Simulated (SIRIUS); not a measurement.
## CaF2 (Fluorite) under changes of volume

One of the cells (13.579 Å³/atom); the others are scaled copies at fixed shape and fractional positions:

```
Ca F
1.0
     0.00000    2.73100    2.73100
     2.73100    0.00000    2.73100
     2.73100    2.73100    0.00000
Ca F
1 2
Direct
  0.00000 0.00000 0.00000
  0.75000 0.75000 0.75000
  0.25000 0.25000 0.25000
```

| Property | Result |
| --- | --- |
| Program | SIRIUS 7.12.0 |
| Functional | LDA |
| Potentials or basis | all-electron FP-LAPW |
| Cutoff | 273 eV |
| Basis | apw+lo standard |
| k mesh | 8 × 8 × 8 |
| Occupations | fermi-dirac, width 0.05 eV |
| Spin | no spin polarisation |

| volume (Å³/atom) | energy over the lowest point (meV/atom) | gap on the mesh (eV) |
| --- | --- | --- |
| 12.764 | 0.00 | 7.28 |
| 13.036 | 4.08 | 7.15 |
| 13.308 | ? | ? |
| 13.579 | 20.90 | 6.91 |
| 13.851 | 33.04 | 6.80 |
| 14.122 | 47.34 | 6.69 |
| 14.394 | 63.46 | 6.58 |

Q: What does the run at 13.308 Å³/atom give?

A: Energy over the lowest point 10.91 meV/atom; gap on the mesh 7.03 eV.

Worked out: A Birch-Murnaghan fit of order 3 (a polynomial in V^(-2/3)) to the other rows has its minimum at 12.58 Å³/atom, just outside them, with B0 = V·E''(V) = 101 GPa and B' = 4.5. It gives 11.16 meV/atom at 13.308 Å³/atom, against the run's 10.91. A straight line through the other rows of the gap, of slope -5.8 eV per unit of ln V, gives 7.03 eV, against the run's 7.03.

Energies are extrapolated to zero smearing.

A mesh can miss the band edges.
